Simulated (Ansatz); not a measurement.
GaN, DFT, PBE, all-electron LAPW, scalar-relativistic (Ansatz 0.2.0), run on 1 thread of Arm Neoverse V1 on a shared host.

The cell is a database entry far from equilibrium at this level of theory, probably a faulty or high-pressure entry; it serves as a test geometry alone. The listed cell was then made from it by scaling, straining or moving an atom.

Command: `ansatz run input.yaml --threads 1 --pin off --max-ram 3072MiB --backend cpu --events-out ev --progress --plain --runs-dir out`

```yaml
crystal:
  lattice:
    - [0.019925, 2.0024625, 2.0024625]
    - [2.0024625, 0.019925, 2.0024625]
    - [2.0024625, 2.0024625, 0.019925]
  atoms:
    - { symbol: Ga, position: [0.5, 0.5, 0.5] }
    - { symbol: "N", position: [0.0, 0.0, 0.0] }
kpoints:
  mp_grid: { grid: [13, 13, 13] }
  band_path:
    path:
      - [0.0, 0.0, 0.0]
      - [0.5, 0.5, 0.5]
      - [0.247543133, 0.5, 0.752456867]
      - [-0.247543133, 0.247543133, 0.5]
      - [0.0, 0.0, 0.5]
      - [0.0, 0.0, 0.0]
      - [-0.3737715665, 0.0, 0.3737715665]
      - [0.0, 0.3737715665, 0.6262284335]
      - [0.0, 0.5, 0.5]
    npoints: 5
scf:
  occupations: { method: fermi_dirac, width: 0.02 }
hamiltonian:
  xc: pbe
  pseudopotentials: { kind: all_electron, lapw: { basis_error: 0.001 } }
output:
  forces: true
  stress: true
  eigenvalues: true
```

(1) How large is the problem that the program sets up?

(2) Estimate the wall time and the peak memory.

Answers

(1) 231 irreducible k-points, 289 plane waves at Γ, 18 bands.

(2) 35 s of wall time for 7 SCF iterations, with a peak of 0.59 GiB. Times on shared machines scatter by tens of per cent.
